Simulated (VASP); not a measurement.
# GaP (F-43m) in VASP: a series of runs

Runs on GaP. Level: LDA. Tasks: phonons, dielectric tensor.

Everything below comes from runs of VASP 6.6.1. Logs are shortened: lines on timing, memory, paths and dates and some standing lists are left out, and cuts for length are marked.

**Experimental background.**

“Stacking defects in GaP nanowires: Electronic structure and optical properties”, 2018, arxiv:1810.01194 quotes, for a bulk crystal of GaP at 10 K: band gap 2.34 eV (indirect).

The results are compared with them further down.

### Step 1. Starting point

It takes space group F-43m (No. 216, cubic). Conventional cell: a = 5.393 Å, b = 5.393 Å, c = 5.393 Å, α = 90.00°, β = 90.00°, γ = 90.00°. Ga (site symmetry -43m) is surrounded by 4 P at 2.34 Å. P (site symmetry -43m) is surrounded by 4 Ga at 2.34 Å.

### Step 2. Phonons, LDA

Input file POSCAR:

```
GaP
1.0
    0.0000000000      2.6966856200      2.6966856200
    2.6966856200      0.0000000000      2.6966856200
    2.6966856200      2.6966856200      0.0000000000
  Ga              P
     1     1
Direct
     0.0000000000000000    0.0000000000000000    0.0000000000000000
     0.2500000000000000    0.2500000000000000    0.2500000000000000
```

Input file INCAR.step1:

```
PREC = Accurate
ENCUT = 600
EDIFF = 1E-8
ISMEAR = 0
SIGMA = 0.03
LREAL = F
LASPH = T
NELM = 80
ALGO = Normal
ISIF = 3
LWAVE = F
LCHARG = F
IBRION = 2
NSW = 40
EDIFFG = -0.002
```

Input file INCAR.step2:

```
PREC = Accurate
ENCUT = 600
EDIFF = 1E-8
ISMEAR = 0
SIGMA = 0.03
LREAL = F
LASPH = T
NELM = 80
ALGO = Normal
ISIF = 2
LWAVE = F
LCHARG = F
IBRION = 6
NFREE = 2
POTIM = 0.015
NSW = 1
```

Input file KPOINTS:

```
Automatic mesh
0
Gamma
  8 8 8
```

Potentials or basis: VASP PAW LDA potentials, release 64 (Ga_d, P).

On the command line:

```
> cat potpaw_LDA.64/Ga_d/POTCAR potpaw_LDA.64/P/POTCAR > POTCAR
> cp INCAR.step1 INCAR
> mpirun -np 1 vasp_std > vasp.out
> cp CONTCAR POSCAR
> cp INCAR.step2 INCAR
> mpirun -np 1 vasp_std > vasp.out
```

OUTCAR:

```text
PREC = Accurate
   ENCUT = 600
   EDIFF = 1E-8
   ISMEAR = 0
   LREAL = F
   LASPH = T
   NELM = 80
   ISIF = 2
   IBRION = 6
   NFREE = 2
   POTIM = 0.015
   NSW = 1

 ion  position               nearest neighbor table
   1  0.000  0.000  0.000-   2 2.34   2 2.34   2 2.34   2 2.34
   2  0.250  0.250  0.250-   1 2.34   1 2.34   1 2.34   1 2.34

  LATTYP: Found a face centered cubic cell.
 ALAT       =     5.3933712400

  Lattice vectors:

 A1 = (   0.0000000000,   2.6966856200,   2.6966856200)
 A2 = (   2.6966856200,   0.0000000000,   2.6966856200)
 A3 = (   2.6966856200,   2.6966856200,   0.0000000000)

Analysis of symmetry for initial positions (statically):
=====================================================================
 Subroutine PRICEL returns:
 Original cell was already a primitive cell.

 Routine SETGRP: Setting up the symmetry group for a
 face centered cubic supercell.

 Subroutine GETGRP returns: Found 24 space group operations
 (whereof 24 operations were pure point group operations)
 out of a pool of 48 trial point group operations.

The static configuration has the point symmetry T_d .

Analysis of symmetry for dynamics (positions and initial velocities):
=====================================================================
 Subroutine PRICEL returns:
 Original cell was already a primitive cell.

 Routine SETGRP: Setting up the symmetry group for a
 face centered cubic supercell.

 Subroutine GETGRP returns: Found 24 space group operations
 (whereof 24 operations were pure point group operations)
 out of a pool of 48 trial point group operations.

The dynamic configuration has the point symmetry T_d .

 Subroutine INISYM returns: Found 24 space group operations
 (whereof 24 operations are pure point group operations),
 and found     1 'primitive' translations

----------------------------------------------------------------------------------------

                                     Primitive cell

  volume of cell :      39.2212

  direct lattice vectors                    reciprocal lattice vectors
     0.000000000  2.696685620  2.696685620    -0.185412788  0.185412788  0.185412788
     2.696685620  0.000000000  2.696685620     0.185412788 -0.185412788  0.185412788
     2.696685620  2.696685620  0.000000000     0.185412788  0.185412788 -0.185412788

  length of vectors
     3.813689377  3.813689377  3.813689377     0.321144370  0.321144370  0.321144370

[... 280 lines left out ...]
  ---------------------------------------------------
  free energy    TOTEN  =       -10.44964999 eV

  energy without entropy =      -10.44964999  energy(sigma->0) =      -10.44964999

 E-fermi :   5.0083     XC(G=0): -10.3056

 val. band max:        4.8826011170   @ k =   0.0000   0.0000   0.0000
 cond. band min:       6.2616055814   @ k =   0.0000   0.5000   0.5000
 fundamental gap:      1.3790044643
 Fermi energy:         5.0083002717

 k-point     1 :       0.0000    0.0000    0.0000
  band No.  band energies     occupation
      1      -9.9311      2.00000
      2      -9.9289      2.00000
      3      -9.9260      2.00000
      4      -9.8206      2.00000
      5      -9.8206      2.00000
      6      -7.9151      2.00000
      7       4.7887      2.00000
      8       4.8368      2.00000
      9       4.8826      2.00000
     10       6.7363      0.00000
     11       8.5934      0.00000
     12       8.6193      0.00000
     13       8.6477      0.00000
[... 354 lines left out ...]
  band No.  band energies     occupation
      1     -10.0206      2.00000
      2      -9.8949      2.00000
      3      -9.8805      2.00000
      4      -9.8269      2.00000
      5      -9.8127      2.00000
      6      -5.2845      2.00000
      7      -1.8446      2.00000
      8       1.4728      2.00000
      9       2.8101      2.00000
     10       8.2776      0.00000
     11       9.0145      0.00000
     12      11.2834      0.00000
     13      12.7338      0.00000

 [... further k-points ...]

------------------------ aborting loop because EDIFF is reached ----------------------------------------

  FORCE on cell =-STRESS in cart. coord.  units (eV):
  Direction    XX          YY          ZZ          XY          YZ          ZX
  --------------------------------------------------------------------------------------
  -------------------------------------------------------------------------------------
  Total       -0.0023581      0.0003267      0.0003267      0.0000000      0.1209662      0.0000000
  in kB       -0.0963279      0.0133458      0.0133458      0.0000000      4.9414403      0.0000000
  external PRESSURE =      -0.0232121 kB  Pullay stress =       0.0000000 kB
[... 17 lines left out ...]
  FREE ENERGIE OF THE ION-ELECTRON SYSTEM (eV)
  ---------------------------------------------------
  free  energy   TOTEN  =       -10.4496499880 eV

  energy  without entropy=      -10.4496499880  energy(sigma->0) =      -10.44964999

 INTERNAL STRAIN TENSORS FROM DISPLACED ATOMS
 ============================================

 INTERNAL STRAIN TENSOR FOR ION    1 for displacements in x,y,z  (eV/Angst):
          X           Y           Z          XY          YZ          ZX
  --------------------------------------------------------------------------------
  x    -0.00000    -0.00000    -0.00000     0.00000     8.05511     0.00000
  y    -0.00000     0.00000    -0.00000     0.00000     0.00000     8.05511
  z    -0.00000    -0.00000    -0.00000     8.05511     0.00000     0.00000

 INTERNAL STRAIN TENSOR FOR ION    2 for displacements in x,y,z  (eV/Angst):
          X           Y           Z          XY          YZ          ZX
  --------------------------------------------------------------------------------
  x     0.00000    -0.00000    -0.00000     0.00000    -8.05952     0.00000
  y     0.00000     0.00000     0.00000     0.00000     0.00000    -8.05952
  z    -0.00000    -0.00000     0.00000    -8.05952     0.00000     0.00000

 Eigenvectors and eigenvalues of the dynamical matrix
 ----------------------------------------------------

   1 f  =   10.919823 THz    68.611273 2PiTHz  364.246094 cm-1    45.160740 meV
             X         Y         Z           dx          dy          dz
      0.000000  0.000000  0.000000     0.006275    0.083233    0.547995
      1.348343  1.348343  1.348343    -0.009423   -0.124974   -0.822817
[... 21 lines left out ...]
   6 f/i=    0.003912 THz     0.024581 2PiTHz    0.130497 cm-1     0.016180 meV
             X         Y         Z           dx          dy          dz
      0.000000  0.000000  0.000000    -0.137220    0.818701    0.060279
      1.348343  1.348343  1.348343    -0.091388    0.545254    0.040145

 ELASTIC MODULI CONTR FROM IONIC RELAXATION (kBar)
 Direction    XX          YY          ZZ          XY          YZ          ZX
 --------------------------------------------------------------------------------
 XX          -0.0000     -0.0000     -0.0000      0.0000      0.0000      0.0000
 YY          -0.0000     -0.0000     -0.0000      0.0000      0.0000     -0.0000
 ZZ          -0.0000     -0.0000     -0.0000      0.0000      0.0000      0.0000
 XY           0.0000      0.0000      0.0000   -253.5206      0.0000      0.0000
 YZ           0.0000      0.0000      0.0000      0.0000   -253.5206      0.0000
 ZX           0.0000     -0.0000      0.0000      0.0000      0.0000   -253.5206
 --------------------------------------------------------------------------------
```

OUTCAR.step1:

```text
PREC = Accurate
   ENCUT = 600
   EDIFF = 1E-8
   ISMEAR = 0
   LREAL = F
   LASPH = T
   NELM = 80
[... 608 lines left out ...]
      0.00000      0.00000      0.00000         0.000000      0.000000      0.000000
      1.34834      1.34834      1.34834        -0.000000     -0.000000     -0.000000
 -----------------------------------------------------------------------------------
    total drift:                               -0.000000     -0.000000     -0.000000

  FREE ENERGIE OF THE ION-ELECTRON SYSTEM (eV)
  ---------------------------------------------------
  free  energy   TOTEN  =       -10.4508276231 eV

  energy  without entropy=      -10.4508276231  energy(sigma->0) =      -10.45082762

 reached required accuracy - stopping structural energy minimisation
```

OSZICAR.step1:

```text
N       E                     dE             d eps       ncg     rms          rms(c)
DAV:   1     0.847800564276E+02    0.84780E+02   -0.10131E+04   754   0.217E+03
DAV:   2    -0.437572406631E+01   -0.89156E+02   -0.85833E+02   844   0.357E+02
DAV:   3    -0.106611466345E+02   -0.62854E+01   -0.62504E+01   944   0.787E+01
DAV:   4    -0.107819621456E+02   -0.12082E+00   -0.12070E+00   963   0.114E+01
DAV:   5    -0.107847457949E+02   -0.27836E-02   -0.27833E-02   913   0.140E+00    0.447E+00
DAV:   6    -0.105059635919E+02    0.27878E+00   -0.46110E-01  1157   0.131E+01    0.288E+00
DAV:   7    -0.104555281427E+02    0.50435E-01   -0.10966E-01   966   0.257E+00    0.107E+00
DAV:   8    -0.104508540813E+02    0.46741E-02   -0.13041E-02   882   0.155E+00    0.196E-01
DAV:   9    -0.104508231439E+02    0.30937E-04   -0.10617E-03  1132   0.506E-01    0.575E-02
DAV:  10    -0.104508217083E+02    0.14355E-05   -0.53471E-05  1160   0.963E-02    0.211E-02
DAV:  11    -0.104508278145E+02   -0.61062E-05   -0.80148E-06   900   0.490E-02    0.557E-03
DAV:  12    -0.104508276206E+02    0.19392E-06   -0.73016E-07  1062   0.130E-02    0.374E-03
DAV:  13    -0.104508276244E+02   -0.37958E-08   -0.11946E-07   864   0.344E-03    0.590E-04
DAV:  14    -0.104508276231E+02    0.12269E-08   -0.55806E-09   527   0.131E-03
   1 F= -.10450828E+02 E0= -.10450828E+02  d E =-.104508E+02
```

Wall time 63 s (1 thread of Intel Xeon 6975P-C (Granite Rapids), shared host); peak memory 0.23 GiB.

Results:

- Highest phonon frequency at Γ, LO-TO splitting left out: 364 cm⁻¹

Phonon frequencies in cm⁻¹ (negative: imaginary):
```csv
q point,frequencies
"(0.000, 0.000, 0.000)",0 0 0 364 364 364
```

### Step 3. Dielectric tensor, LDA

Input file INCAR:

```
PREC = Accurate
ENCUT = 600
EDIFF = 1E-8
ISMEAR = 0
SIGMA = 0.03
LREAL = F
LASPH = T
NELM = 80
ALGO = Normal
ISIF = 2
LWAVE = F
LCHARG = F
LEPSILON = T
```

KPOINTS is that of step 2.

Edit POSCAR of step 2 so:

```diff
@@ -1,2 +1,2 @@
-GaP
+GaP                                     
 1.0
@@ -5,3 +5,3 @@
     2.6966856200      2.6966856200      0.0000000000
-  Ga              P
+  Ga              P             
      1     1
```

Potentials or basis: VASP PAW LDA potentials, release 64 (Ga_d, P).

On the command line:

```
> cat potpaw_LDA.64/Ga_d/POTCAR potpaw_LDA.64/P/POTCAR > POTCAR
> mpirun -np 1 vasp_std > vasp.out
```

OUTCAR:

```text
PREC = Accurate
   ENCUT = 600
   EDIFF = 1E-8
   ISMEAR = 0
   LREAL = F
   LASPH = T
   NELM = 80
   ISIF = 2
   LEPSILON = T

 ion  position               nearest neighbor table
   1  0.000  0.000  0.000-   2 2.34   2 2.34   2 2.34   2 2.34
   2  0.250  0.250  0.250-   1 2.34   1 2.34   1 2.34   1 2.34

  LATTYP: Found a face centered cubic cell.
 ALAT       =     5.3933712400

  Lattice vectors:

 A1 = (   0.0000000000,   2.6966856200,   2.6966856200)
 A2 = (   2.6966856200,   0.0000000000,   2.6966856200)
 A3 = (   2.6966856200,   2.6966856200,   0.0000000000)

Analysis of symmetry for initial positions (statically):
[... 631 lines left out ...]
    -0.00016 -0.78360  0.00000
    -0.78360 -0.00016  0.00000
     0.00000  0.00000 -0.00042

 MACROSCOPIC STATIC DIELECTRIC TENSOR (including local field effects in DFT)
 ------------------------------------------------------
          11.475060     0.000000    -0.000000
           0.000000    11.475060     0.000000
          -0.000000     0.000000    11.475060
 ------------------------------------------------------

 PIEZOELECTRIC TENSOR (including local field effects)  for field in x, y, z        (e  Angst)
          XX          YY          ZZ          XY          YZ          ZX
  --------------------------------------------------------------------------------
  x     0.00000     0.00000     0.00000     0.00000    -1.92602     0.00000
  y    -0.00000    -0.00000    -0.00000     0.00000    -0.00000    -1.92602
  z     0.00000     0.00000     0.00000    -1.92602     0.00000     0.00000

 PIEZOELECTRIC TENSOR (including local field effects)  for field in x, y, z        (C/m^2)
          XX          YY          ZZ          XY          YZ          ZX
  --------------------------------------------------------------------------------
  x     0.00000     0.00000     0.00000     0.00000    -0.78678     0.00000
  y    -0.00000    -0.00000    -0.00000     0.00000    -0.00000    -0.78678
  z     0.00000     0.00000     0.00000    -0.78678     0.00000     0.00000

 BORN EFFECTIVE CHARGES (including local field effects) (in |e|, cummulative output)
 ---------------------------------------------------------------------------------
 ion    1
    1     2.11939     0.00000     0.00000
    2     0.00000     2.11939    -0.00000
    3     0.00000    -0.00000     2.11939
 ion    2
    1    -2.11939    -0.00000    -0.00000
    2     0.00000    -2.11939     0.00000
    3    -0.00000     0.00000    -2.11939
```

OSZICAR:

```text
N       E                     dE             d eps       ncg     rms          rms(c)
[... 13 lines left out ...]
RMM:   8    -0.119628651357E+01   -0.41026E-03   -0.77692E-06  5030   0.218E-02    0.107E-03
RMM:   9    -0.119623825138E+01    0.48262E-04   -0.69503E-07  5089   0.825E-03    0.497E-04
RMM:  10    -0.119623059566E+01    0.76557E-05   -0.11515E-06  5052   0.308E-03    0.142E-04
RMM:  11    -0.119623009457E+01    0.50110E-06    0.43057E-08  4985   0.128E-03    0.171E-04
RMM:  12    -0.119622738372E+01    0.27108E-05   -0.14001E-07  4432   0.474E-04    0.481E-05
RMM:  13    -0.119622626326E+01    0.11205E-05    0.10867E-08  3091   0.192E-04    0.204E-05
RMM:  14    -0.119622609846E+01    0.16480E-06    0.84397E-09  1922   0.979E-05    0.156E-05
RMM:  15    -0.119622576499E+01    0.33347E-06    0.14816E-08  1603   0.690E-05    0.207E-06
```

It took 2.6 min on 1 thread of Intel Xeon 6975P-C (Granite Rapids), shared host; peak memory 0.29 GiB.

Results:

| Item | Value |
| --- | --- |
| Band gap on the k mesh | 1.43 eV, indirect (least direct gap 1.90 eV) |
| Electronic dielectric tensor (diagonal) | 11.48 |
| Born charges (mean of the diagonal) | Ga +2.12; P -2.12 e |

Levels at points of the mesh, in eV from the valence-band top:
```
           k point  band 6  band 7  band 8  band 9  band 10  band 11  band 12  band 13
(0.00, 0.00, 0.00)  -12.75    0.00    0.00    0.00     1.90     3.78     3.78     3.78
(0.50, 0.00, 0.00)  -10.56   -6.89   -1.18   -1.18     1.61     4.62     4.62     8.11
(0.50, 0.50, 0.00)   -9.60   -6.99   -2.82   -2.82     1.43     1.65    10.69    10.69
```

Electronic dielectric tensor:
```
11.48  0.00  0.00
 0.00 11.48  0.00
 0.00  0.00 11.48
```

Born effective charge tensors (e):
atom 1, Ga
```
2.12 0.00 0.00
0.00 2.12 0.00
0.00 0.00 2.12
```
atom 2, P
```
-2.12  0.00  0.00
 0.00 -2.12  0.00
 0.00  0.00 -2.12
```

### Step 4. Against experiment

Step 3. Against the measured gap of GaP, 2.34 eV (indirect; 10 K; quoted in “Stacking defects in GaP nanowires: Electronic structure and optical properties”, 2018, arxiv:1810.01194), the calculated 1.43 eV is off by -0.91 eV. Spin-orbit coupling on Ga is left out. The value is that of LDA on a finite k mesh, which can miss the band edges, without temperature or zero-point motion. Semilocal functionals fall short of measured gaps as a rule.
